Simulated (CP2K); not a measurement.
Wanted: the native input for a CP2K 2026.2 run.

* Task: single point
* Functional: PBE
* Potentials or basis: GTH_POTENTIALS B GTH-PBE-q3, As GTH-PBE-q5; DZVP-MOLOPT-SR-GTH basis
* Density cutoff: 6123 eV
* k mesh: 6 × 6 × 6
* Occupations: fermi-dirac, width 0.01 eV
* Spin: no spin polarisation
* SCF solver: diagonalisation with k points
* Quickstep method: GPW
* EPS_DEFAULT: 1.0E-9
* EPS_SCF: 1.0E-6
* MAX_SCF: 100
* SCF_GUESS: ATOMIC
* k points reduced by the point group: yes
* Mesh centred on Gamma: yes
* CHOLESKY: OFF
* EPS_EIGVAL: 1.0E-7
* MIXING METHOD: BROYDEN_MIXING
* MIXING ALPHA: 0.4
* NBUFFER: 8
* NGRIDS: 5
* Basis sets: B DZVP-MOLOPT-SR-GTH-q3, As DZVP-MOLOPT-SR-GTH-q5
* Potentials: B GTH-PBE-q3 of GTH_POTENTIALS, As GTH-PBE-q5 of GTH_POTENTIALS
* ADDED_MOS: [10]
* REL_CUTOFF (Ry): 60 Ry
* MIXING BETA (1/bohr): 1.5 1/bohr
* CUTOFF of the grids: 450 Ry

Crystal: BAs.

```
B As
1.0
     3.23587    0.00000    0.00000
     0.00000    3.23587    0.00000
     0.00000    0.00000    3.23587
B As
1 1
Cartesian
  0.0000 0.0000 0.0000
  1.6179 1.6179 1.6179
```

The cell was built by a generator and needn't be a form met in nature.

The input as run:

bas_scf.inp

```
&GLOBAL
  PROJECT bas_scf
  RUN_TYPE ENERGY_FORCE
  PRINT_LEVEL LOW
&END GLOBAL
&FORCE_EVAL
  METHOD QS
  STRESS_TENSOR ANALYTICAL
  &DFT
    BASIS_SET_FILE_NAME BASIS_MOLOPT
    POTENTIAL_FILE_NAME GTH_POTENTIALS
    &MGRID
      CUTOFF 450
      REL_CUTOFF 60
      NGRIDS 5
    &END MGRID
    &QS
      METHOD GPW
      EPS_DEFAULT 1.0E-9
    &END QS
    &KPOINTS
      SCHEME MONKHORST-PACK 6 6 6
      GAMMA_CENTERED T
      SYMMETRY T
      SYMMETRY_BACKEND SPGLIB
    &END KPOINTS
    &SCF
      SCF_GUESS ATOMIC
      EPS_SCF 1.0E-6
      MAX_SCF 100
      ADDED_MOS 10
      CHOLESKY OFF
      EPS_EIGVAL 1.0E-7
      &DIAGONALIZATION ON
        ALGORITHM STANDARD
      &END DIAGONALIZATION
      &MIXING ON
        METHOD BROYDEN_MIXING
        ALPHA 0.4
        BETA 1.5
        NBUFFER 8
      &END MIXING
      &SMEAR ON
        METHOD FERMI_DIRAC
        ELECTRONIC_TEMPERATURE 116.05
      &END SMEAR
    &END SCF
    &XC
      &XC_FUNCTIONAL PBE
      &END XC_FUNCTIONAL
    &END XC
    &PRINT
      &KPOINTS ON
      &END KPOINTS
      &MULLIKEN ON
      &END MULLIKEN
      &MO ON
        ENERGIES T
        OCCUPATION_NUMBERS T
        &EACH
          QS_SCF 0
        &END EACH
        ADD_LAST NUMERIC
      &END MO
      &LOWDIN ON
      &END LOWDIN
      &HIRSHFELD ON
        SHAPE_FUNCTION DENSITY
      &END HIRSHFELD
    &END PRINT
  &END DFT
  &SUBSYS
    &CELL
      A 3.2358670400 0.0000000000 0.0000000000
      B 0.0000000000 3.2358670400 0.0000000000
      C 0.0000000000 0.0000000000 3.2358670400
      PERIODIC XYZ
    &END CELL
    &COORD
      SCALED
      B   0.0000000000 0.0000000000 0.0000000000
      As  0.5000000000 0.5000000000 0.5000000000
    &END COORD
    &KIND B
      BASIS_SET DZVP-MOLOPT-SR-GTH-q3
      POTENTIAL GTH-PBE-q3
    &END KIND
    &KIND As
      BASIS_SET DZVP-MOLOPT-SR-GTH-q5
      POTENTIAL GTH-PBE-q5
    &END KIND
    &PRINT
      &ATOMIC_COORDINATES ON
      &END ATOMIC_COORDINATES
      &CELL ON
      &END CELL
    &END PRINT
  &END SUBSYS
  &PRINT
    &FORCES ON
    &END FORCES
    &STRESS_TENSOR ON
    &END STRESS_TENSOR
  &END PRINT
&END FORCE_EVAL
```

Potentials or basis: GTH_POTENTIALS B GTH-PBE-q3, As GTH-PBE-q5; DZVP-MOLOPT-SR-GTH basis.

Run with:

```console
$ OMP_NUM_THREADS=4 cp2k.psmp -i bas_scf.inp -o bas_scf.out
```

Results of the run:

* Pressure: -16.2 GPa
* Band gap on the k mesh: none (metal or under the smearing width)
* Mulliken charges: B -0.26; As +0.26 e
* Hirshfeld charges: B -0.06; As +0.06 e

Caveat: Mulliken charges move with the basis; so large a pressure means that the cell lies far from this level's equilibrium, or that cutoff or potentials fall short; the basis of atomic orbitals isn't converged, which shifts pressures, moduli and gaps.

Run time: 3.8 s on 4 threads of Arm Neoverse V1 (shared host), peak memory 0.22 GiB.
